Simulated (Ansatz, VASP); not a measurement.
## Re in VASP and in Ansatz

```
Re
1.0
     0.00000    1.95778    1.95778
     1.95778    0.00000    1.95778
     1.95778    1.95778    0.00000
Re
1
Direct
  0.00000 0.00000 0.00000
```

Alike in both runs: task relaxation of cell and atoms; functional PBE; k mesh 18 × 18 × 18; occupations fermi-dirac, width 0.05 eV; no spin polarisation.

|  | VASP | Ansatz |
| --- | --- | --- |
| version | VASP 6.6.1 | Ansatz 0.2.0 |
| potentials or method | VASP PAW PBE potentials, release 64 (Re), cutoff 600 eV | all-electron LAPW, non-relativistic |

Ansatz gave:

* relaxed volume (Å³/atom): 16.12
* relaxed cell length with the largest relative difference (Å): 2.836
* energy change over the relaxation (meV/atom): -76

**Question.** Estimate VASP's values.

**Answer.** Relaxed volume (Å³/atom): 14.99; relaxed cell length with the largest relative difference (Å): 2.767; energy change over the relaxation (meV/atom): 0.

One of these differences is far larger than is usual between the two programs; its cause wasn't traced. Ansatz ran all-electron here, so the differences hold the error of VASP's frozen core and of both bases.

Spin-orbit coupling is left out, which matters for the levels of Re.
